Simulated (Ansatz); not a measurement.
# InSb: a single-point run

Wanted: a converged single-point run for InSb, and a check of what comes out. The structure is shown as the input types it. The cell is built on a prototype (rocksalt) and needn't be the phase found in nature.

Computed with Ansatz 0.2.0 (density functional or hybrid calculation with the settings of its input, plane waves (as first typed), unless a step's input says otherwise).

1 further run of the same task is left out (it didn't finish).

## (1) The starting structure

The structure is cubic, space group Fm-3m (No. 225). The conventional cell has a = 6.084 Å, b = 6.084 Å, c = 6.084 Å, α = 90.00°, β = 90.00°, γ = 90.00°. In (site symmetry m-3m) is surrounded by 6 Sb at 3.04 Å. Sb (site symmetry m-3m) has 6 In at 3.04 Å as nearest neighbours.

As a file:

```
In Sb
1.0
     0.00000    3.04221    3.04221
     3.04221    0.00000    3.04221
     3.04221    3.04221    0.00000
In Sb
1 1
Direct
  0.00000 0.00000 0.00000
  0.50000 0.50000 0.50000
```

## (2) Input and run

File input.yaml:

```yaml
crystal:
  lattice:
    - [0.0, 3.042210626, 3.042210626]
    - [3.042210626, 0.0, 3.042210626]
    - [3.042210626, 3.042210626, 0.0]
  atoms:
    - { symbol: In, position: [0.0, 0.0, 0.0] }
    - { symbol: Sb, position: [0.5, 0.5, 0.5] }
kpoints:
  mp_grid: { grid: [2, 4, 6] }
hamiltonian:
  xc: pbe
scf:
  occupations: { method: fermi_dirac, width: 0.02 }
  n_extra_bands: 4
output:
  forces: true
  stress: true
  eigenvalues: true
```

Command:

```bash
> ansatz run input.yaml --threads 4 --pin off --max-ram 3686MiB --backend cpu --events-out ev --progress --plain --runs-dir out
```

Q: Will this input give a usable result? If not, why, and what should change?

The run converged and reported no error, with warnings (symmetry narrowed by mesh). Its log warns: «crystal.symmetry: narrowed to the stabiliser of the k-point mesh — unitary ops 48 → 4; excluded 44 operations that carry a point of the 2×4×6 mesh (shift [0, 0 ...»

The suspect setting: kpoints.mp_grid.grid is [2, 4, 6]. The mesh has lower symmetry than the crystal, so equivalent directions are sampled differently.

To check: set kpoints.mp_grid.grid to [6, 6, 6].
